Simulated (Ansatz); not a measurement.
A run of Ansatz 0.2.0 is set up as follows.

The input input.yaml:

```yaml
crystal:
  lattice:
    - [3.3545324186, 0.0, 0.0]
    - [-1.6772662093, 2.9051102923, 0.0]
    - [0.0, 0.0, 5.47016065]
  atoms:
    - { symbol: Sb, position: [0.6666666667, 0.3333333333, 0.75] }
    - { symbol: Sb, position: [0.3333333333, 0.6666666667, 0.25] }
hamiltonian:
  xc: pbesol
  pseudopotentials: { kind: paw }
kpoints:
  mp_grid: { grid: [7, 7, 4] }
scf:
  occupations: { method: fermi_dirac, width: 0.05 }
phonons:
  method: dfpt
```

Potentials or basis: Ansatz PAW.

Command:

```bash
$ ansatz run input.yaml --threads 2 --pin off --max-ram 5632MiB --backend cpu --events-out ev --progress --plain --runs-dir out
```

What does it give for the highest phonon frequency at Γ?

73 cm⁻¹.

Estimate the most unstable mode.

84i cm⁻¹.

Estimate the band gap on the k mesh.

none (metal or under the smearing width).

Phonon frequencies in cm⁻¹ (negative: imaginary):
| q point | frequencies |
| --- | --- |
| (0.000, 0.000, 0.000) | -84 -84 0 0 0 73 |

Caveat: some modes are imaginary. The run has no spin-orbit coupling, so splittings on Sb are missing.
